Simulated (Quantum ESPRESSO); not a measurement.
**Cl under changes of volume**

One of the cells (29.048 Å³/atom); the others are scaled copies at fixed shape and fractional positions:

```
Cl
1.0
     3.14500   -2.25000    0.00000
     3.14500    2.25000    0.00000
     0.00000    0.00000    8.21000
Cl
4
Direct
  0.37000 0.63000 0.40000
  0.13000 0.87000 0.90000
  0.63000 0.37000 0.60000
  0.87000 0.13000 0.10000
```

```yaml
Program: Quantum ESPRESSO 7.5
Functional: PBE
Potentials_or_basis: SSSP 1.3 efficiency PBE
Cutoff: 748 eV
Density_cutoff: 5987 eV
k_mesh: 7 × 7 × 4
Occupations: fermi-dirac, width 0.05 eV
Spin: no spin polarisation
```

```csv
volume (Å³/atom),energy over the lowest point (meV/atom),pressure (GPa),gap on the mesh (eV),largest force (eV/Å)
27.305,?,?,?,?
27.886,10.62,1.9,2.66,0.544
28.467,4.82,1.3,2.59,0.290
29.048,1.36,0.6,2.51,0.097
29.629,0.00,0.1,2.44,0.211
30.210,0.53,-0.4,2.37,0.409
30.791,2.76,-0.8,2.30,0.599
```

Problem. What does the run at 27.305 Å³/atom give?

Solution. Energy over the lowest point 19.04 meV/atom; pressure 2.7 GPa; gap on the mesh 2.74 eV; largest force 0.821 eV/Å.

Worked out: A Birch-Murnaghan fit of order 3 (a polynomial in V^(-2/3)) to the other rows has its minimum at 29.75 Å³/atom with B0 = V·E''(V) = 26 GPa and B' = 4.4 at fixed shape and positions, which overstates the stiffness. It gives 19.02 meV/atom at 27.305 Å³/atom, against the run's 19.04, and -dE/dV = 2.7 GPa, against 2.7. A straight line through the other rows of the gap, of slope -3.65 eV per unit of ln V, extrapolates to 2.74 eV, against the run's 2.74.

Energies are extrapolated to zero smearing.

Caveats: an odd mesh through Γ misses points on the zone boundary, where band edges often lie.
